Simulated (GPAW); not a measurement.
# MoS2 (R-3m) in GPAW: settings compared

The runs below take MoS2 through single point, with PBEsol, PBE.

All numbers are computed with GPAW 26.7.0; they aren't measurements. Logs are shortened: lines on timing, memory, paths and dates and some standing lists are left out, and cuts for length are marked. The log counts tension as positive stress, the text compression.

## 1. The structure

Symmetry: R-3m, No. 166, trigonal system. Conventional cell: a = 3.171 Å, b = 3.171 Å, c = 18.345 Å, α = 90.00°, β = 90.00°, γ = 120.00°. Mo (site symmetry -3m) is surrounded by 6 S at 2.39 Å. Around S (site symmetry 3m) lie 3 Mo at 2.39 Å.

Measurements of this composition are mostly on another form, of space group No. 194.

## 2. Single point, PBEsol

run.py

```python
from ase.dft.bandgap import bandgap
from ase.io import read, write
from ase.units import Bohr, GPa
from gpaw import GPAW, PW, setup_paths
from gpaw.elf import elf_from_dft_calculation

setup_paths.insert(0, '.')

atoms = read('MoS2.xyz')

calc = GPAW(mode=PW(600),
            xc='PBEsol',
            kpts={'size': (10, 10, 10), 'gamma': True},
            occupations={'name': 'methfessel-paxton', 'order': 0, 'width': 0.1},
            nbands=25,
            convergence={'density': 1e-05, 'energy': 1e-05},
            maxiter=150,
            txt='gpaw.txt')
atoms.calc = calc
energy = atoms.get_potential_energy()
forces = atoms.get_forces()
stress = atoms.get_stress()
calc.write('gs.gpw')
write('result.traj', atoms)
print(f'Energy: {energy:.6f} eV')
print('Forces (eV/A):')
print(forces.round(4))
print('Stress (GPa):', (stress / GPa).round(3))
print('Fermi level:', round(calc.get_fermi_level(), 4), 'eV')
print(f'Gap: {bandgap(calc)[0]:.4f} eV, direct: {bandgap(calc, direct=True)[0]:.4f} eV')

# fields on the real-space grid
write('density.cube', atoms, data=calc.get_pseudo_density() * Bohr**3)
write('potential.cube', atoms, data=calc.get_electrostatic_potential())
write('elf.cube', atoms, data=elf_from_dft_calculation(calc).data)
```

MoS2.xyz

```xyz
3
Lattice="1.5855000000 0.9153888518 6.1149966667 -1.5855000000 0.9153888518 6.1149966667 0.0000000000 -1.8307777036 6.1149966667" Properties=species:S:1:pos:R:3 pbc="T T T"
Mo     0.0000000000      0.0000000000      0.0000000000
S      0.0000000000      0.0000000000      4.5862475000
S      0.0000000000      0.0000000000     13.7587425001
```

Potentials or basis: PAW data sets generated in the run's folder for this functional, pw.

Started as:

```
$ gpaw-setup -f PBEsol Mo S
$ OMP_NUM_THREADS=1 python run.py
```

gpaw.txt:

```text
__  _  _
 | _ |_)|_||  |
 |__||  | ||/\| - 26.7.0

Input parameters:
  mode=PW(ecut=600.0),
  convergence={'density': 1e-05, 'energy': 1e-05},
  kpts=MonkhorstPack(size=(10, 10, 10), gamma=True),
  maxiter=150,
  nbands=25,
  occupations=Occupations(name='methfessel-paxton', order=0, width=0.1),
  xc=XC(name='PBEsol')

Diagonalizing LCAO Hamiltonian
Converting LCAO to pw mode

       S

       S

       Mo

Atoms  # Å, Bohr magnetons
|   | symbol |        x |        y |         z |    initial magnetic moments |
|---|--------|----------|----------|-----------|-----------------------------|
| 0 |     Mo | 0.000000 | 0.000000 |  0.000000 | ( 0.0000,  0.0000,  0.0000) |
| 1 |      S | 0.000000 | 0.000000 |  4.586247 | ( 0.0000,  0.0000,  0.0000) |
| 2 |      S | 0.000000 | 0.000000 | 13.758743 | ( 0.0000,  0.0000,  0.0000) |

Unit cell  # Å
| periodic |         x |         y |        z |  lengths |    angles |
|----------|-----------|-----------|----------|----------|-----------|
|      yes |  1.585500 |  0.915389 | 6.114997 | 6.383176 | 28.764207 |
|      yes | -1.585500 |  0.915389 | 6.114997 | 6.383176 | 28.764207 |
|      yes |  0.000000 | -1.830778 | 6.114997 | 6.383176 | 28.764207 |

Number of symmetries: 12
Symmetry operations  # r_c * U_cc + t_c -> r_c
|    | kind |            matrix            |
|----|------|------------------------------|
|  0 |  E   |  1, 0, 0,  0, 1, 0,  0, 0, 1 |
|  1 |  σ   |  1, 0, 0,  0, 0, 1,  0, 1, 0 |
|  2 |  σ   |  0, 1, 0,  1, 0, 0,  0, 0, 1 |
|  3 |  C3  |  0, 1, 0,  0, 0, 1,  1, 0, 0 |
|  4 |  C3  |  0, 0, 1,  1, 0, 0,  0, 1, 0 |
|  5 |  σ   |  0, 0, 1,  0, 1, 0,  1, 0, 0 |
|  6 |  C2  |  0, 0,-1,  0,-1, 0, -1, 0, 0 |
|  7 |  S6  |  0, 0,-1, -1, 0, 0,  0,-1, 0 |
|  8 |  S6  |  0,-1, 0,  0, 0,-1, -1, 0, 0 |
|  9 |  C2  |  0,-1, 0, -1, 0, 0,  0, 0,-1 |
| 10 |  C2  | -1, 0, 0,  0, 0,-1,  0,-1, 0 |
| 11 |  i   | -1, 0, 0,  0,-1, 0,  0, 0,-1 |

BZ-sampling:
  Number of BZ points: 1000
  Number of IBZ points: 116

  Monkhorst-Pack size: [10, 10, 10]
  Monkhorst-Pack shift: [0.05, 0.05, 0.05]

K-points  # in reciprocal-cell coordinates
|     |                                coordinates |     weight |
|-----|--------------------------------------------|------------|
|   0 | (  0.00000000,   0.00000000,   0.00000000) | 0.00100000 |
|   1 | (  0.10000000,   0.00000000,  -0.10000000) | 0.00600000 |
|   2 | (  0.10000000,   0.00000000,   0.00000000) | 0.00600000 |
|   3 | (  0.10000000,   0.10000000,  -0.10000000) | 0.00600000 |
|   4 | (  0.10000000,   0.10000000,   0.00000000) | 0.00600000 |
|   5 | (  0.10000000,   0.10000000,   0.10000000) | 0.00200000 |
|   6 | (  0.20000000,  -0.10000000,  -0.10000000) | 0.00600000 |
|   7 | (  0.20000000,   0.00000000,  -0.20000000) | 0.00600000 |
|   8 | (  0.20000000,   0.00000000,  -0.10000000) | 0.01200000 |
|   9 | (  0.20000000,   0.00000000,   0.00000000) | 0.00600000 |
| ... |                                            |            |
| 115 | (  0.50000000,   0.50000000,   0.50000000) | 0.00100000 |

Plane wave coefficients: 1800
Cutoff: 600.0 eV

Spin-components: 1 (collinear spins)
Bands:           25
Projectors:      16
Spin-degeneracy: 2
Datatype:        complex128

Parallelization:
  kpt:    1
  domain: 1
  band:   1

Density:
  Valence electrons: 26.0
  Components: 1
  Grid points: [40 40 40]
  Charge: 0.0  # |e|

Potential:
  Grid points: [40 40 40]

species:
  Mo:
    name:    Molybdenum
    Z:       42.0
    valence: 14
    core:    28
    charge:  0.0  # [|e|]
    compensation charges:
      type: gauss
      rc: 0.38  # [Å]
      lmax: 2
    cutoffs:
      filter: 2.16  # [Å]
      core: 1.42  # [Å]
    projectors
    | kind |    occ | energy [eV] | rcut [Å] |
    |------|--------|-------------|----------|
    |   4s |  2.000 |     -64.262 |    1.238 |
    |   5s |  1.000 |      -4.116 |    1.238 |
    |   4p |  6.000 |     -38.461 |    1.296 |
    |   5p |  0.000 |      -1.012 |    1.296 |
    |   4d |  5.000 |      -3.770 |    1.296 |
    |    d |        |      23.442 |    1.296 |

    Using partial waves for Mo as LCAO basis

  S:
    name:    Sulfur
    Z:       16.0
    valence: 6
    core:    10
    charge:  0.0  # [|e|]
    compensation charges:
      type: gauss
      rc: 0.24  # [Å]
      lmax: 2
    cutoffs:
      filter: 1.77  # [Å]
      core: 1.66  # [Å]
    projectors
    | kind |    occ | energy [eV] | rcut [Å] |
    |------|--------|-------------|----------|
    |   3s |  2.000 |     -17.192 |    0.974 |
    |   3p |  4.000 |      -6.978 |    0.979 |
    |    s |        |      10.020 |    0.974 |
    |    p |        |      20.234 |    0.979 |
    |    d |        |       0.000 |    0.900 |

    Using partial waves for S as LCAO basis

Reference energy: -131755.109894  # eV

eigensolver:
  PPCG
  Converge bands: occupied
  niter=2

density mixing:
  MSR1-Mixer
  Pratt-step length: 0.05
  Maximum mixing coefficient: 0.75
  Old densities: 10
  SVD Regularization: 0.005
  Good broyden scale: 1.0
  Trust region scale: 1.0
  Backstep threshold: 4.0
  History deletion threshold: 6.0
  Fourier metric: weight=20.0, sigma=0.015

occupation numbers:
  Methfessel-Paxton:
    width: 0.1000  # eV
    order: 0

poisson solver:
  ecut: 4800.0  # eV

xc functional:
  name: PBEsol with 2 nearest neighbor stencil

convergence criteria:
[... 6 lines left out ...]
|iter     | |      energy | eigst |  dens |
|---------|-|-------------|-------|-------|
|iter:   1| |  -24.563389 | +0.41 |       |
|iter:   2| |  -23.989815 | -1.52 | -0.99 |
|iter:   3| |  -22.923277 | -1.26 | -1.06 |
|iter:   4| |  -22.888733 | -2.42 | -1.52 |
|iter:   5| |  -22.885835 | -3.09 | -1.82 |
|iter:   6| |  -22.882215 | -3.98 | -2.17 |
|iter:   7| |  -22.882155 | -4.77 | -2.86 |
|iter:   8| |  -22.882145c| -6.01 | -3.42 |
|iter:   9| |  -22.882145c| -7.53c| -4.21 |
|iter:  10| |  -22.882145c| -8.04c| -4.87 |
|iter:  11| |  -22.882145c| -8.70c| -5.73c|

Converged in 11 steps
Energy contributions relative to reference atoms: (reference = -131755.109894)

Energy contributions:
  Kinetic:           1.842023
  Coulomb:          -6.844474
  Zero:             -0.136327
  External:          0.000000
  Xc:              -17.741717
  Entropy:          -0.003300
  Spinorbit:         0.000000
  ----------------------------
  Free energy:     -22.883795
  Extrapolated:    -22.882145

dipole moment: (0.000000, 0.000000, -68.761986)  # |e|*Ang

Fermi level: 8.409
Eigenvalues  # (at kpt = [0.000, 0.000, 0.000])
| band index |      eig [eV] | occ [0-2] |
|------------|---------------|-----------|
|          0 |       -53.372 |     2.000 |
|        ... |               |           |
|          7 |         4.184 |     2.000 |
|          8 |         4.184 |     2.000 |
|          9 |         6.621 |     2.000 |
|         10 |         7.110 |     2.000 |
|         11 |         7.314 |     2.000 |
|         12 |         7.314 |     2.000 |
[... 8 lines left out ...]
|         21 |        18.691 |     0.000 |
|         22 |        20.687 |     0.000 |
|        ... |               |           |
|         24 |        20.839 |     0.000 |

No gap
No difference between direct/indirect transitions

Forces  # eV/Ang
|        x |        y |        z |
|----------|----------|----------|
|  0.00000 |  0.00000 |  0.00000 |  # Mo   0
|  0.00000 | -0.00000 | -0.75456 |  # S    1
| -0.00000 |  0.00000 |  0.75456 |  # S    2

Stress tensor  # eV/Ang^3
|         x |         y |         z |
|-----------|-----------|-----------|
| -0.006111 | -0.000000 | -0.000000 |
|  0.000000 | -0.006111 | -0.000000 |
| -0.000000 | -0.000000 | -0.038491 |

# Writing to gs.gpw (mode='')
```

Run time: 4.6 min. Hardware: 1 thread of Arm Neoverse V2, shared host; peak memory 0.35 GiB.

Results:

```yaml
Free_energy: -22.8838 eV
Pressure: 2.7 GPa
Largest_force: 0.755 eV/Å
Band_gap_on_the_k_mesh: none (metal or under the smearing width)
```

Forces on the atoms (eV/Å):
```
Mo   0.000  0.000  0.000
S    0.000  0.000 -0.755
S    0.000  0.000  0.755
```

Stress tensor (GPa, compression positive):
```
0.98 0.00 0.00
0.00 0.98 0.00
0.00 0.00 6.17
```

Levels at points of the mesh, in eV from the Fermi level:
```tsv
k point	band 9	band 10	band 11	band 12	band 13	band 14	band 15	band 16	band 17	band 18
(0.00, 0.00, 0.00)	-4.22	-1.79	-1.30	-1.09	-1.09	-0.25	-0.25	3.35	3.35	5.97
(0.50, 0.00, 0.00)	-5.33	-4.36	-2.88	-1.98	-1.63	0.97	1.88	3.36	4.08	5.37
(0.50, 0.50, 0.00)	-4.69	-4.29	-2.90	-2.29	-1.84	0.97	1.66	3.81	4.59	4.73
(0.50, 0.50, 0.50)	-4.21	-3.96	-1.08	-1.08	-0.36	-0.36	-0.09	3.47	3.47	5.90
```

Caveat: the cell's inner coordinates are idealised or old, which leaves forces on the atoms; the program warned that so skewed a cell can give wrong results.

## 3. Single point, PBE

run.py

```python
from ase.dft.bandgap import bandgap
from ase.io import read, write
from ase.units import GPa
from gpaw import GPAW, PW

atoms = read('MoS2.xyz')

calc = GPAW(mode=PW(600),
            xc='PBE',
            kpts={'size': (10, 10, 10), 'gamma': True},
            occupations={'name': 'methfessel-paxton', 'order': 0, 'width': 0.1},
            nbands=25,
            convergence={'density': 1e-05, 'energy': 1e-05},
            maxiter=150,
            txt='gpaw.txt')
atoms.calc = calc
energy = atoms.get_potential_energy()
forces = atoms.get_forces()
stress = atoms.get_stress()
calc.write('gs.gpw')
write('result.traj', atoms)
print(f'Energy: {energy:.6f} eV')
print('Forces (eV/A):')
print(forces.round(4))
print('Stress (GPa):', (stress / GPa).round(3))
print('Fermi level:', round(calc.get_fermi_level(), 4), 'eV')
print(f'Gap: {bandgap(calc)[0]:.4f} eV, direct: {bandgap(calc, direct=True)[0]:.4f} eV')
```

MoS2.xyz is that of step 2.

Potentials or basis: GPAW PAW data sets (gpaw-data 1.2.1), pw.

Started as:

```
$ OMP_NUM_THREADS=1 python run.py
```

Run time: 4.4 min. Hardware: 1 thread of Arm Neoverse V2, shared host; peak memory 0.35 GiB.

Results (log left out):

* Free energy: -21.2292 eV
* Pressure: 7.8 GPa
* Largest force: 1.009 eV/Å
* Band gap on the k mesh: none (metal or under the smearing width)

Forces in eV/Å, atoms in the order of the input:
```
Mo   0.000  0.000  0.000
S    0.000  0.000 -1.009
S    0.000  0.000  1.009
```

Stress tensor (GPa, compression positive):
```
 6.36  0.00  0.00
 0.00  6.36  0.00
 0.00  0.00 10.78
```

Levels at points of the mesh, in eV from the Fermi level:
| k point | band 9 | band 10 | band 11 | band 12 | band 13 | band 14 | band 15 | band 16 | band 17 | band 18 |
| --- | --- | --- | --- | --- | --- | --- | --- | --- | --- | --- |
| (0.00, 0.00, 0.00) | -4.22 | -1.81 | -1.27 | -1.09 | -1.09 | -0.29 | -0.29 | 3.33 | 3.33 | 6.06 |
| (0.50, 0.00, 0.00) | -5.32 | -4.36 | -2.89 | -1.97 | -1.65 | 0.96 | 1.87 | 3.35 | 4.11 | 5.46 |
| (0.50, 0.50, 0.00) | -4.69 | -4.29 | -2.91 | -2.27 | -1.86 | 0.96 | 1.67 | 3.79 | 4.69 | 4.80 |
| (0.50, 0.50, 0.50) | -4.20 | -3.93 | -1.08 | -1.08 | -0.39 | -0.39 | -0.09 | 3.44 | 3.44 | 5.98 |

Caveat: the cell's inner coordinates are idealised or old, which leaves forces on the atoms; the program warned that so skewed a cell can give wrong results.
